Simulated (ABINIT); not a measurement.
A run of ABINIT 10.8.3 (patched build):

File run.abi:

```
# Datasets: one volume each
ndtset 7
getwfk -1
scalecart1 3*0.9795861087
scalecart2 3*0.9864848297
scalecart3 3*0.9932883884
scalecart4 3*1.0000000000
scalecart5 3*1.0066227096
scalecart6 3*1.0131594038
scalecart7 3*1.0196128224

# Pseudopotentials
pp_dirpath "./"
pseudos "Pr.GGA_PBE-JTH.xml"

# Structure
acell 3*1.0
rprim
    -3.9634589530     3.9634589530     3.9634589530
     3.9634589530    -3.9634589530     3.9634589530
     3.9634589530     3.9634589530    -3.9634589530
ntypat 1
znucl 59
natom 1
typat 1
xred
     0.0000000000     0.0000000000     0.0000000000

# Plane-wave basis
ecut 20.0
pawecutdg 40.0

# k points
kptopt 1
ngkpt 9 9 9
nshiftk 1
shiftk 0.0 0.0 0.0

# Exchange and correlation
ixc 11

# Bands and occupations
nband 14
occopt 3
tsmear 0.05 eV

# Spin
nsppol 2
spinat
     0.0000000000     0.0000000000     2.0000000000

# SCF cycle
nstep 100
tolvrs 1.0e-9

# Output
iomode 3
prtwf 1
prtden 0
prteig 0
prtebands 0
enunit 1
```

Potentials or basis: JTH PAW PBE v2.0.

Launch:

```bash
$ abinit run.abi > log 2>&1
```

Hardware: 1 thread of Arm Neoverse V1, on a shared host.

Q: Estimate the wall time of this run.

A: It took 9.4 min on 1 thread of Arm Neoverse V1, with other jobs on the host, peak memory 0.19 GiB. Counts: scf iterations 197, mpi ranks 1, k points 35, bands 14, plane waves 1016.
